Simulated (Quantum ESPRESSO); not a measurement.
## Bi: Wannier functions under several settings

```xyz
2
Lattice="2.2675 1.3091 3.9380 -2.2675 1.3091 3.9380 0.0000 -2.6183 3.9380" Properties=species:S:1:pos:R:3 pbc="T T T"
Bi    0.0000    0.0000    9.0495
Bi    0.0000    0.0000    2.7645
```

All runs used Quantum ESPRESSO 7.5; potentials PseudoDojo 0.4.1 SR PBEsol standard; k mesh 6 × 6 × 6; given cell; no spin polarisation; cutoff 898 eV; occupations fermi-dirac, width 0.05 eV.

```tsv
level	start	Wannier mesh	spread a function (Å²)	RMS miss of the bands (meV)
PBEsol	atomic projections with disentanglement	4 × 4 × 4	?	?
PBEsol	atomic projections with disentanglement, not minimised	4 × 4 × 4	2.30	26
PBEsol	SCDM with an erfc weight	4 × 4 × 4	2.51	36
```

Q: What stands in the row left open?

A: Spread a function 1.85 Å²; RMS miss of the bands 56 meV.

